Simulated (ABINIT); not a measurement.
# BN (F-43m) in ABINIT: notebook

The runs below take BN through single point, with PBE, r2SCAN, LDA.

Everything below comes from runs of ABINIT 10.8.3 (patched build). Logs are shortened: lines on timing, memory, paths and dates and some standing lists are left out, and cuts for length are marked. The log counts tension as positive stress, the text compression.

**Measured values to compare with.**

From a printed reference work, monograph, for a bulk crystal of BN at 300 K: band gap 6.4 eV (indirect).

The results are compared with them further down.

## 1. Starting point

It takes space group F-43m (No. 216, cubic). The conventional cell has a = 3.626 Å, b = 3.626 Å, c = 3.626 Å, α = 90.00°, β = 90.00°, γ = 90.00°. Around N (site symmetry -43m) lie 4 B at 1.57 Å. B (site symmetry -43m) is surrounded by 4 N at 1.57 Å.

The cell is a database's computed one.

## 2. Single point, PBE

run.abi

```
pp_dirpath "./"
pseudos "N.GGA_PBE-JTH.xml, B.GGA_PBE-JTH.xml"

acell 4.8452022309 4.8452022309 4.8452022309
rprim
     0.0000000000     0.7071067812     0.7071067812
     0.7071067812     0.0000000000     0.7071067812
     0.7071067812     0.7071067812     0.0000000000
ntypat 2
znucl 7 5
natom 2
typat 1 2
xred
     0.2500000000     0.2500000000     0.2500000000
     0.0000000000     0.0000000000     0.0000000000

ecut 25.0
pawecutdg 47.0

kptopt 1
ngkpt 8 8 8
nshiftk 1
shiftk 0.0 0.0 0.0

ixc 11

nband 8
occopt 3
tsmear 0.00183747

nstep 100
tolvrs 1.0e-9

iomode 3
prtwf 0
prtden 0
prteig 0
prtebands 0
```

Potentials or basis: JTH PAW PBE v2.0.

Started as:

```
$ abinit run.abi > log 2>&1
```

run.abo:

```text
.Version 10.8.3 of ABINIT
 Symmetries : space group F-4 3 m (#216); Bravais cF (face-center cubic)
================================================================================
 Values of the parameters that define the memory need of the present run
     intxc =       0    ionmov =       0      iscf =      17    lmnmax =       8
     lnmax =       4     mgfft =      24  mpssoang =       2    mqgrid =    3001
     natom =       2  nloc_mem =       2    nspden =       1   nspinor =       1
    nsppol =       1      nsym =      24    n1xccc =       1    ntypat =       2
    occopt =       3   xclevel =       2
       mpw =         495          nfft =       13824          nkpt =          29
 PAW method is used; the additional fine FFT grid is defined by:
   mgfftf=        30    nfftf =     27000
================================================================================
================================================================================

--------------------------------------------------------------------------------
------------- Echo of variables that govern the present computation ------------
--------------------------------------------------------------------------------
 -outvars: echo values of preprocessed input variables --------
            acell      4.8452022309E+00  4.8452022309E+00  4.8452022309E+00 Bohr
              amu      1.40067400E+01  1.08110000E+01
             ecut      2.50000000E+01 Hartree
              ixc          11
         kptrlatt        8    0    0      0    8    0      0    0    8
          kptrlen      3.87616178E+01
            natom           2
            nband           8
            ngfft          24      24      24
          ngfftdg          30      30      30
             nkpt          29
            nstep         100
             nsym          24
           ntypat           2
           occopt           3
        pawecutdg      4.70000000E+01 Hartree
         pawxcdev           0
           prtden           0
        prtebands           0
           prteig           0
            prtwf           0
            rprim      0.0000000000E+00  7.0710678120E-01  7.0710678120E-01
                       7.0710678120E-01  0.0000000000E+00  7.0710678120E-01
                       7.0710678120E-01  7.0710678120E-01  0.0000000000E+00
          spgroup         216
           tolvrs      1.00000000E-09
           tsmear      1.83747000E-03 Hartree
            typat      1  2
           useylm           1
           xangst      9.0650049941E-01  9.0650049941E-01  9.0650049941E-01
                       0.0000000000E+00  0.0000000000E+00  0.0000000000E+00
            xcart      1.7130376769E+00  1.7130376769E+00  1.7130376769E+00
                       0.0000000000E+00  0.0000000000E+00  0.0000000000E+00
             xred      2.5000000000E-01  2.5000000000E-01  2.5000000000E-01
                       0.0000000000E+00  0.0000000000E+00  0.0000000000E+00
[... 131 lines left out ...]
       0.250000000000      0.250000000000      0.250000000000
       0.000000000000      0.000000000000      0.000000000000
 rms dE/dt=  0.0000E+00; max dE/dt=  0.0000E+00; dE/dt below (all hartree)
    1       0.000000000000      0.000000000000      0.000000000000
    2       0.000000000000      0.000000000000      0.000000000000

 cartesian coordinates (angstrom) at end:
    1      0.90650049940675     0.90650049940675     0.90650049940675
    2      0.00000000000000     0.00000000000000     0.00000000000000

 cartesian forces (hartree/bohr) at end:
    1     -0.00000000000000    -0.00000000000000    -0.00000000000000
    2     -0.00000000000000    -0.00000000000000    -0.00000000000000
 frms,max,avg= 0.0000000E+00 0.0000000E+00   0.000E+00  0.000E+00  0.000E+00 h/b

 cartesian forces (eV/Angstrom) at end:
    1     -0.00000000000000    -0.00000000000000    -0.00000000000000
    2     -0.00000000000000    -0.00000000000000    -0.00000000000000
 frms,max,avg= 0.0000000E+00 0.0000000E+00   0.000E+00  0.000E+00  0.000E+00 e/A
 length scales=  4.845202230900  4.845202230900  4.845202230900 bohr
              =  2.563970601069  2.563970601069  2.563970601069 angstroms
 Fermi (or HOMO) energy (hartree) =   0.36506   Average Vxc (hartree)=  -0.46917
 Eigenvalues (hartree) for nkpt=  29  k points:
 kpt#   1, nband=  8, wtk=  0.00195, kpt=  0.0000  0.0000  0.0000 (reduced coord)
  -0.42564    0.31447    0.31447    0.31447    0.63635    0.63635    0.63635    0.68868
      occupation numbers for kpt#   1
   2.00000    2.00000    2.00000    2.00000    0.00000    0.00000    0.00000    0.00000
 prteigrs : prtvol=0 or 1, do not print more k-points.

--- !EnergyTerms
iteration_state     : {dtset: 1, }
comment             : Components of total free energy in Hartree
kinetic             :  7.92851989850919E+00
hartree             :  1.81876060841144E+00
xc                  : -3.90789835564733E+00
Ewald energy        : -1.31304314004290E+01
psp_core            :  7.24944099957389E-01
local_psp           : -7.79661456438949E+00
PAW spherical_terms :  1.38413996230709E+00
internal            : -1.29785797512807E+01
'-kT*entropy'       :  1.11257918698966E-17
total_energy        : -1.29785797512807E+01
total_energy_eV     : -3.53165146536368E+02
...

--- !EnergyTermsDC
iteration_state     : {dtset: 1, }
comment             : '"Double-counting" decomposition of free energy'
band_energy         :  2.11856072629289E-01
Ewald energy        : -1.31304314004290E+01
psp_core            :  7.24944099957389E-01
xc_dc               : -1.02187771976081E+00
PAW spherical_terms :  2.36929513879938E-01
internal            : -1.29785794337232E+01
'-kT*entropy'       :  1.11257918698966E-17
total_energy_dc     : -1.29785794337232E+01
total_energy_dc_eV  : -3.53165137895188E+02
...

--- !EnergyTermsWithPAWCore
iteration_state     : {dtset: 1, }
comment             : 'Components of total free energy, including PAW core contributions'
Total energy        : -7.96973336709312E+01
Total energy DC     : -7.96973333533737E+01
Total energy (eV)   : -2.16867492929454E+03
Total energy DC (eV): -2.16867492065336E+03
...

 Cartesian components of stress tensor (hartree/bohr^3)
  sigma(1 1)=  2.46334992E-05  sigma(3 2)=  0.00000000E+00
  sigma(2 2)=  2.46334992E-05  sigma(3 1)=  0.00000000E+00
  sigma(3 3)=  2.46334992E-05  sigma(2 1)=  0.00000000E+00

-Cartesian components of stress tensor (GPa)         [Pressure= -7.2474E-01 GPa]
- sigma(1 1)=  7.24742567E-01  sigma(3 2)=  0.00000000E+00
- sigma(2 2)=  7.24742567E-01  sigma(3 1)=  0.00000000E+00
- sigma(3 3)=  7.24742567E-01  sigma(2 1)=  0.00000000E+00

== END DATASET(S) ==============================================================
================================================================================

 -outvars: echo values of variables after computation  --------
            acell      4.8452022309E+00  4.8452022309E+00  4.8452022309E+00 Bohr
           etotal     -1.2978579434E+01
            fcart     -0.0000000000E+00 -0.0000000000E+00 -0.0000000000E+00
                      -0.0000000000E+00 -0.0000000000E+00 -0.0000000000E+00
            rprim      0.0000000000E+00  7.0710678120E-01  7.0710678120E-01
                       7.0710678120E-01  0.0000000000E+00  7.0710678120E-01
                       7.0710678120E-01  7.0710678120E-01  0.0000000000E+00
           strten      2.4633499165E-05  2.4633499165E-05  2.4633499165E-05
                       0.0000000000E+00  0.0000000000E+00  0.0000000000E+00
           xangst      9.0650049941E-01  9.0650049941E-01  9.0650049941E-01
                       0.0000000000E+00  0.0000000000E+00  0.0000000000E+00
             xred      2.5000000000E-01  2.5000000000E-01  2.5000000000E-01
                       0.0000000000E+00  0.0000000000E+00  0.0000000000E+00
 Calculation completed.
```

It took 5.2 s on 1 thread of Arm Neoverse V1, shared host; peak memory 0.12 GiB.

What came out:

```
Free energy                                           : -353.1651 eV
Band gap on the k mesh                                : 4.44 eV, indirect (least direct gap 8.76 eV)
Valence electrons inside the program's atomic spheres : N 2.68; B 2.06
```

Caveat: the cutoff is too short for stress, so the log's stress isn't used.

## 3. Single point, r2SCAN

run.abi

```
# Pseudopotentials
pp_dirpath "./"
pseudos "N.GGA_PBE-JTH.xml, B.GGA_PBE-JTH.xml"

# Structure
acell 3*1.0 Angstrom
rprim
     0.0000000000     1.8130010000     1.8130010000
     1.8130010000     0.0000000000     1.8130010000
     1.8130010000     1.8130010000     0.0000000000
ntypat 2
znucl 7 5
natom 2
typat 1 2
xred
     0.2500000000     0.2500000000     0.2500000000
     0.0000000000     0.0000000000     0.0000000000

# Plane-wave basis
ecut 30.0
pawecutdg 52.0

# k points
kptopt 1
ngkpt 17 17 17
nshiftk 1
shiftk 0.0 0.0 0.0

# Exchange and correlation
ixc -497498
usekden 1
pawxcdev 0

# Bands and occupations
nband 8
occopt 3
tsmear 0.05 eV

# SCF cycle
nstep 100
tolvrs 1.0e-7

# Output
iomode 3
prtwf 0
prteig 0
prtebands 0
enunit 2
prtden 1
prtvha 1
prtvclmb 1
prtpot 1
```

Potentials or basis: JTH PAW PBE v2.0.

Started as:

```
$ abinit run.abi > log 2>&1
```

Run time: 1.7 min. Hardware: 1 thread of Arm Neoverse N1, shared host; peak memory 0.12 GiB.

Results (log left out):

```yaml
Free_energy: -343.2792 eV
Pressure: -2.1 GPa
Band_gap_on_the_k_mesh: 4.99 eV, indirect (least direct gap 9.46 eV)
Valence_electrons_inside_the_program's_atomic_spheres: N 2.72; B 2.02
```

Levels at points of the mesh, in eV from the valence-band top:
```
           k point  band 1  band 2  band 3  band 4  band 5  band 6  band 7  band 8
(0.00, 0.00, 0.00)  -21.21    0.00    0.00    0.00    9.46    9.46    9.46   10.86
```

Caveat: totals of a meta-GGA on PAW files have another zero than those of a GGA; the PAW data sets were made with another functional, which shifts forces and pressure a little; an odd mesh through Γ misses points on the zone boundary, where band edges often lie.

## 4. Single point, LDA

run.abi

```
# Pseudopotentials
pp_dirpath "./"
pseudos "N.LDA_PW-JTH.xml, B.LDA_PW-JTH.xml"

# Structure
acell 2.5639706028 2.5639706028 2.5639706028 Angstrom
rprim
     0.0000000000     0.7071067812     0.7071067812
     0.7071067812     0.0000000000     0.7071067812
     0.7071067812     0.7071067812     0.0000000000
ntypat 2
znucl 7 5
natom 2
typat 1 2
xred
     0.2500000000     0.2500000000     0.2500000000
     0.0000000000     0.0000000000     0.0000000000

# Plane-wave basis
ecut 25.0
pawecutdg 47.0

# k points
kptopt 1
ngkpt 5 5 5
nshiftk 1
shiftk 0.0 0.0 0.0

# Exchange and correlation
ixc 7

# Bands and occupations
nband 8
occopt 3
tsmear 0.05 eV

# SCF cycle
nstep 100
tolvrs 1.0e-9

# Output
iomode 3
prtwf 0
prtden 0
prteig 0
prtebands 0
```

Potentials or basis: JTH PAW LDA v2.0.

Started as:

```
$ abinit run.abi > log 2>&1
```

run.abo:

```text
.Version 10.8.3 of ABINIT
 Symmetries : space group F-4 3 m (#216); Bravais cF (face-center cubic)
================================================================================
 Values of the parameters that define the memory need of the present run
     intxc =       0    ionmov =       0      iscf =      17    lmnmax =       8
     lnmax =       4     mgfft =      24  mpssoang =       2    mqgrid =    3001
     natom =       2  nloc_mem =       2    nspden =       1   nspinor =       1
    nsppol =       1      nsym =      24    n1xccc =       1    ntypat =       2
    occopt =       3   xclevel =       1
       mpw =         489          nfft =       13824          nkpt =          10
 PAW method is used; the additional fine FFT grid is defined by:
   mgfftf=        30    nfftf =     27000
================================================================================
================================================================================

--------------------------------------------------------------------------------
------------- Echo of variables that govern the present computation ------------
--------------------------------------------------------------------------------
 -outvars: echo values of preprocessed input variables --------
            acell      4.8452022342E+00  4.8452022342E+00  4.8452022342E+00 Bohr
              amu      1.40067400E+01  1.08110000E+01
             ecut      2.50000000E+01 Hartree
              ixc           7
         kptrlatt        5    0    0      0    5    0      0    0    5
          kptrlen      2.42260112E+01
            natom           2
            nband           8
            ngfft          24      24      24
          ngfftdg          30      30      30
             nkpt          10
            nstep         100
             nsym          24
           ntypat           2
           occopt           3
        pawecutdg      4.70000000E+01 Hartree
           prtden           0
        prtebands           0
           prteig           0
            prtwf           0
            rprim      0.0000000000E+00  7.0710678120E-01  7.0710678120E-01
                       7.0710678120E-01  0.0000000000E+00  7.0710678120E-01
                       7.0710678120E-01  7.0710678120E-01  0.0000000000E+00
          spgroup         216
[... 159 lines left out ...]
 frms,max,avg= 0.0000000E+00 0.0000000E+00   0.000E+00  0.000E+00  0.000E+00 e/A
 length scales=  4.845202234171  4.845202234171  4.845202234171 bohr
              =  2.563970602800  2.563970602800  2.563970602800 angstroms
 Fermi (or HOMO) energy (hartree) =   0.43084   Average Vxc (hartree)=  -0.47928
 Eigenvalues (hartree) for nkpt=  10  k points:
 kpt#   1, nband=  8, wtk=  0.00800, kpt=  0.0000  0.0000  0.0000 (reduced coord)
  -0.42653    0.30787    0.30787    0.30787    0.62469    0.62469    0.62469    0.68503
      occupation numbers for kpt#   1
   2.00000    2.00000    2.00000    2.00000    0.00000    0.00000    0.00000    0.00000
 prteigrs : prtvol=0 or 1, do not print more k-points.

--- !EnergyTerms
iteration_state     : {dtset: 1, }
comment             : Components of total free energy in Hartree
kinetic             :  7.89992314037887E+00
hartree             :  1.80389024117673E+00
xc                  : -3.87406180291376E+00
Ewald energy        : -1.31304313915655E+01
psp_core            :  7.03456956197163E-01
local_psp           : -7.81318617314079E+00
PAW spherical_terms :  1.39565687461427E+00
internal            : -1.30147521552530E+01
'-kT*entropy'       :  1.47486904194008E-16
total_energy        : -1.30147521552530E+01
total_energy_eV     : -3.54149447792304E+02
...

--- !EnergyTermsDC
iteration_state     : {dtset: 1, }
comment             : '"Double-counting" decomposition of free energy'
band_energy         :  1.73977865182907E-01
Ewald energy        : -1.31304313915655E+01
psp_core            :  7.03456956197163E-01
xc_dc               : -1.00274239546503E+00
PAW spherical_terms :  2.40988101747113E-01
internal            : -1.30147508639034E+01
'-kT*entropy'       :  1.47486904194008E-16
total_energy_dc     : -1.30147508639034E+01
total_energy_dc_eV  : -3.54149412652890E+02
...

--- !EnergyTermsWithPAWCore
iteration_state     : {dtset: 1, }
comment             : 'Components of total free energy, including PAW core contributions'
Total energy        : -7.91179077357392E+01
Total energy DC     : -7.91179064443895E+01
Total energy (eV)   : -2.15290794637109E+03
Total energy DC (eV): -2.15290791123167E+03
...

 Cartesian components of stress tensor (hartree/bohr^3)
  sigma(1 1)=  4.92367689E-04  sigma(3 2)=  0.00000000E+00
  sigma(2 2)=  4.92367689E-04  sigma(3 1)=  0.00000000E+00
  sigma(3 3)=  4.92367689E-04  sigma(2 1)=  0.00000000E+00

-Cartesian components of stress tensor (GPa)         [Pressure= -1.4486E+01 GPa]
- sigma(1 1)=  1.44859575E+01  sigma(3 2)=  0.00000000E+00
- sigma(2 2)=  1.44859575E+01  sigma(3 1)=  0.00000000E+00
- sigma(3 3)=  1.44859575E+01  sigma(2 1)=  0.00000000E+00

== END DATASET(S) ==============================================================
================================================================================

 -outvars: echo values of variables after computation  --------
            acell      4.8452022342E+00  4.8452022342E+00  4.8452022342E+00 Bohr
           etotal     -1.3014750864E+01
            fcart     -0.0000000000E+00 -0.0000000000E+00 -0.0000000000E+00
                      -0.0000000000E+00 -0.0000000000E+00 -0.0000000000E+00
            rprim      0.0000000000E+00  7.0710678120E-01  7.0710678120E-01
                       7.0710678120E-01  0.0000000000E+00  7.0710678120E-01
                       7.0710678120E-01  7.0710678120E-01  0.0000000000E+00
           strten      4.9236768867E-04  4.9236768867E-04  4.9236768867E-04
                       0.0000000000E+00  0.0000000000E+00  0.0000000000E+00
           xangst      9.0650050002E-01  9.0650050002E-01  9.0650050002E-01
                       0.0000000000E+00  0.0000000000E+00  0.0000000000E+00
             xred      2.5000000000E-01  2.5000000000E-01  2.5000000000E-01
                       0.0000000000E+00  0.0000000000E+00  0.0000000000E+00
 Calculation completed.
```

Wall time 3.3 s (1 thread of Arm Neoverse N1, shared host); peak memory 0.1 GiB.

Results:

```
Free energy                                           : -354.1494 eV
Band gap on the k mesh                                : 4.81 eV, indirect (least direct gap 8.62 eV)
Valence electrons inside the program's atomic spheres : N 2.67; B 2.06
```

Levels at points of the mesh, in eV from the valence-band top:
```
           k point  band 1  band 2  band 3  band 4  band 5  band 6  band 7  band 8
(0.00, 0.00, 0.00)  -19.98    0.00    0.00    0.00    8.62    8.62    8.62   10.26
```

Caveat: the k mesh is coarse (spacing up to 0.60 Å⁻¹), so the values aren't converged; the cutoff is too short for stress, so the log's stress isn't used; an odd mesh through Γ misses points on the zone boundary, where band edges often lie.

## 5. Overview

```tsv
level	potentials or basis	k mesh	cutoff (eV)	fine-grid cutoff	mesh quality	gap on the mesh (eV)
PBE	JTH PAW PBE v2.0	8 × 8 × 8	680	1278.94 eV	not flagged	4.44
r2SCAN	JTH PAW PBE v2.0	17 × 17 × 17	816	1414.99 eV	not flagged	4.99
LDA	JTH PAW LDA v2.0	5 × 5 × 5	680	1278.94 eV	coarse	4.81
```

Alike in all rows: task single point; no spin polarisation; cell as given; smearing fermi-dirac 0.05 eV.

Caveats: some runs use coarse meshes; an odd mesh through Γ misses points on the zone boundary, where band edges often lie (some runs); totals of a meta-GGA on PAW files have another zero than those of a GGA (some runs); the PAW data sets were made with another functional, which shifts forces and pressure a little (some runs).

Total energies depend on the potentials used, so only differences within one code and one set of settings carry meaning.

## 6. Comparison with measurements

Step 2. Measured gap of BN: 6.4 eV (indirect; 300 K; a printed reference work, monograph). This calculation gives 4.44 eV (-1.96 eV). The value is that of PBE on a finite k mesh, which can miss the band edges, without temperature or zero-point motion. Semilocal functionals fall short of measured gaps as a rule. The cell is a database's relaxed one, not the measured one, which moves gaps too.

Step 3. The gap isn't set beside the measured one, since this odd mesh misses points on the zone boundary.
